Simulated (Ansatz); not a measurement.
Input and command of a calculation in Ansatz (plane waves; scalar-relativistic PAW potentials unless the input names others):

```yaml
crystal:
  lattice:
    - [3.0131402674, 3.0131402674, 0.0]
    - [-3.0131402674, 3.0131402674, 0.0]
    - [0.0, 0.0, 6.1541970043]
  atoms:
    - { symbol: In, position: [0.5, 0.0, 0.25] }
    - { symbol: In, position: [0.0, 0.5, 0.75] }
    - { symbol: As, position: [0.0, 0.0, 0.0] }
    - { symbol: As, position: [0.5, 0.5, 0.5] }
basis:
  ecutwfc: 420
kpoints:
  mp_grid: { grid: [12, 12, 10] }
hamiltonian:
  xc: pbesol
scf:
  occupations: { method: gaussian, width: 0.1 }
output:
  forces: true
  eigenvalues: true
  stress: true
magnetization:
  spin_polarized: true
```

```bash
ansatz run input.yaml --threads 1 --pin off --max-ram 2560MiB --backend cpu --events-out ev --progress --plain --runs-dir out
```

Abridged log:
```
Pseudopotentials: kind: paw
Pseudopotential: In, paw, valence charge 13, recommended cutoff 420 eV (normal)
Pseudopotential: As, paw, valence charge 15, recommended cutoff 420 eV (normal)
Functional definition: PBEsol
Crystal: 4 atoms, lattice volume = 111.748 Å³
Basis set: ecut = 420 eV, 2189 PW (Γ), exchange–correlation on 60×60×90 points (8 copies of the dense FFT grid, shifted against one another)
Bands: 34, of which v1, the nominal top of the filled ones, is band 28 counted from 1 (27 counted from 0)
Symmetry: 16 space group operations
Space group: I-4m2 (ITA 119), of the structure as read, at distance tolerance 4.8e-5 Å
k-points: 168 of 1440 (time reversal used)
Initial density: superposition of atomic densities (chi_scale 0.1, normalization cell, long waves kept (reshape's long-wave potential 0.00 eV rms))
Initial wavefunctions: pseudopotential atomic-orbital guess
Functional: x = pbesol(κ = 0.804, μ = 0.12345679), c = pbesol(β = 0.046)
SCF iter   1: F=—  HF=-20676.640057 eV  |F-HF|=—  |Δ(HF+E_count)|=         —  Δρ=1.47e-2 (↑1.47e-2 ↓1.29e-2) dr2=5.05e-1  dr2_m=3.74e-2  M=1.026 μB ∫|m|=1.035 μB  ethr=1.26e-3  ⟨swp⟩=1.0  Hψ=29949  notcnv=0
Mixer restart at iter 1: flushing history
SCF iter   2: F=—  HF=-20677.759645 eV  |F-HF|=—  |Δ(HF+E_count)|=         —  Δρ=1.63e-2 (↑1.42e-2 ↓1.63e-2) dr2=7.08e-1  dr2_m=3.56e-2  M=0.001 μB ∫|m|=0.052 μB  β_m=0.30  ethr=9.02e-4  ⟨swp⟩=3.1  Hψ=19675  notcnv=0
Mixer restart at iter 2: flushing history
spin=Collinear: Resta preconditioning applied to the charge; magnetization (m = ρ↑ − ρ↓) channel mixes plain (no charge-response kernel on spin).
SCF iter   3: F=—  HF=-20677.740476 eV  |F-HF|=—  |Δ(HF+E_count)|=         —  Δρ=1.05e-2 (↑1.05e-2 ↓1.05e-2) dr2=4.03e-1  dr2_m=0.00e0  M=0.000 μB ∫|m|=0.000 μB  β_m=0.30  ethr=9.02e-4  ⟨swp⟩=6.4  Hψ=14708  notcnv=0  defer=292
SCF iter   4: F=—  HF=-20677.699030 eV  |F-HF|=—  |Δ(HF+E_count)|=   4.14e-2  Δρ=7.81e-3 (↑7.81e-3 ↓7.81e-3) dr2=2.30e-1  dr2_m=0.00e0  M=0.000 μB ∫|m|=0.000 μB  β_m=0.65  ethr=7.19e-4  ⟨swp⟩=1.0  Hψ=7056  notcnv=0  defer=296
SCF iter   5: F=—  HF=-20677.650327 eV  |F-HF|=—  |Δ(HF+E_count)|=   4.87e-2  Δρ=7.30e-4 (↑7.30e-4 ↓7.30e-4) dr2=2.66e-3  dr2_m=0.00e0  M=0.000 μB ∫|m|=0.000 μB  β_m=0.82  ethr=4.12e-4  ⟨swp⟩=2.8  Hψ=7287  notcnv=0  defer=296
SCF iter   6: F=—  HF=-20677.652030 eV  |F-HF|=—  |Δ(HF+E_count)|=   1.70e-3  Δρ=2.05e-4 (↑2.05e-4 ↓2.05e-4) dr2=3.29e-4  dr2_m=0.00e0  M=0.000 μB ∫|m|=0.000 μB  β_m=0.91  ethr=4.74e-6  ⟨swp⟩=2.9  Hψ=8609  notcnv=0  defer=296
SCF iter   7: F=—  HF=-20677.652328 eV  |F-HF|=—  |Δ(HF+E_count)|=   2.98e-4  Δρ=7.10e-5 (↑7.10e-5 ↓7.10e-5) dr2=3.00e-5  dr2_m=0.00e0  M=0.000 μB ∫|m|=0.000 μB  β_m=0.85  ethr=5.87e-7  ⟨swp⟩=2.0  Hψ=10117  notcnv=0  defer=296
SCF iter   8: F=—  HF=-20677.652336 eV  |F-HF|=—  |Δ(HF+E_count)|=   7.44e-6  Δρ=2.19e-5 (↑2.19e-5 ↓2.19e-5) dr2=2.65e-6  dr2_m=0.00e0  M=0.000 μB ∫|m|=0.000 μB  β_m=0.77  ethr=5.36e-8  ⟨swp⟩=2.0  Hψ=10133  notcnv=0  defer=296
SCF iter   9: F=—  HF=-20677.652337 eV  |F-HF|=—  |Δ(HF+E_count)|=   1.41e-6  Δρ=8.33e-6 (↑8.33e-6 ↓8.33e-6) dr2=2.90e-7  dr2_m=0.00e0  M=0.000 μB ∫|m|=0.000 μB  β_m=0.82  ethr=4.74e-9  ⟨swp⟩=2.0  Hψ=10117  notcnv=0  defer=296
SCF iter  10: F=-20677.652338 eV  HF=-20677.652338 eV  |F-HF|=2.83e-8  |Δ(HF+E_count)|=   5.15e-7  Δρ=1.66e-6 (↑1.66e-6 ↓1.66e-6) dr2=9.49e-9  dr2_m=0.00e0  M=0.000 μB ∫|m|=0.000 μB  ethr=1.79e-10  ⟨swp⟩=9.0  Hψ=23084  notcnv=0
SCF 1 converged in 10 iterations: F = -20677.652338 eV  dr2 = 9.49e-9
SCF converged after 10 iterations
Magnetization: 0.0000 μB (28.0000 up, 28.0000 down)
Absolute magnetization: 0.0000 μB (∫|ρ↑−ρ↓|)
Spin contamination: 0.0000 ħ² per cell (⟨S²⟩ above its minimum at these occupations)
Per-site moments (μB) at R_I (Å): [(0.0, 1.08407016), (0.0, 1.08407016), (0.0, 1.08407016), (0.0, 1.08407016)]
Free energy (F): -20677.652338 eV
Harris-Foulkes:  -20677.652338 eV  (|F-HF|=2.83e-8)
Internal energy: -20677.652164 eV  (E = F + TS)
E sigma→0 (E₀):  -20677.652251 eV
Entropy (-TS):   -0.000174 eV (-0.044 meV/atom)
Fermi energy:    7.663302 eV
--- Forces (eV/Å), atoms counted from 1 ---
  atom   1  In     0.00000000     0.00000000     0.00000000
  atom   2  In     0.00000000     0.00000000     0.00000000
  atom   3  As     0.00000000     0.00000000     0.00000000
  atom   4  As     0.00000000     0.00000000     0.00000000
--- Stress (GPa, compression-positive) ---
        0.758683       0.000000       0.000000
        0.000000       0.758683       0.000000
        0.000000       0.000000       0.000228
  P = ⅓ Tr σ = 0.5059 GPa (5.059 kbar)
```

Apart from outputs, empty bands and the relaxation, which only the reference makes, the input differs from a reference run on usual settings in magnetization: not typed → {"spin_polarized": true}. The reference, at the same geometry, ended its own course with pressure 0.51 GPa, largest force 0.000 eV/Å, no gap on the mesh. This run converged in 10 SCF iterations with an energy at zero smearing within 0.01 meV/atom of the reference's, pressure 0.51 GPa, largest force 0.000 eV/Å, no gap on the mesh.

It took 50 s on 1 thread of Intel(R) Xeon(R) Platinum 8488C (Sapphire Rapids), with other jobs on the host, peak memory 1.1 GiB.